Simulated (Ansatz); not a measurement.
# Two Ansatz runs on BP

The cell was built from the rocksalt type and relaxed in the same program, and has space group Fm-3m; it needn't be a known or the stable phase.

First run: DFT, PBE, all-electron PAW with datasets made for the crystal, scalar-relativistic (Ansatz 0.2.0).

Command: `ansatz run input.yaml --threads 1 --pin off --max-ram 2048MiB --backend cpu --events-out ev --progress --plain --runs-dir out` The run took 4.6 s on 1 thread of Intel(R) Xeon(R) 6975P-C (Granite Rapids), on a shared host, peak memory 0.43 GiB.

```yaml
crystal:
  lattice:
    - [0.0, 2.1597997182, 2.1597997182]
    - [2.1597997182, 0.0, 2.1597997182]
    - [2.1597997182, 2.1597997182, 0.0]
  atoms:
    - { symbol: B, position: [0.0, 0.0, 0.0] }
    - { symbol: P, position: [0.5, 0.5, 0.5] }
kpoints:
  mp_grid: { grid: [16, 16, 16] }
  band_path:
    path:
      - [0.0, 0.0, 0.0]
      - [0.5, 0.0, 0.5]
      - [0.625, 0.25, 0.625]
      - [0.375, 0.375, 0.75]
      - [0.0, 0.0, 0.0]
      - [0.5, 0.5, 0.5]
      - [0.5, 0.25, 0.75]
      - [0.5, 0.0, 0.5]
    npoints: 8
scf:
  occupations: { method: fermi_dirac, width: 0.05 }
hamiltonian:
  xc: pbe
  pseudopotentials: { kind: all_electron, datasets: crystal }
output:
  forces: true
  stress: true
  eigenvalues: true
  efg: { contact_densities: true }
```

Result: converged; pressure 0.04 GPa; no gap on the k mesh; 6 SCF iterations.

The input is then changed:

```diff
@@ -7,4 +7,5 @@
     - { symbol: B, position: [0.0, 0.0, 0.0] }
     - { symbol: P, position: [0.5, 0.5, 0.5] }
+  symmetry: { detect: false }
 kpoints:
   mp_grid: { grid: [16, 16, 16] }
@@ -21,5 +22,6 @@
     npoints: 8
 scf:
-  occupations: { method: fermi_dirac, width: 0.05 }
+  occupations: { method: methfessel_paxton, width: 0.1 }
+  mixing: { algorithm: msr1, beta: 0.3, ndim: 16 }
 hamiltonian:
   xc: pbe
```

(1) Predict the outcome of the changed run.

Answers

(1) It converged; pressure -0.04 GPa; no gap on the k mesh; 7 SCF iterations.
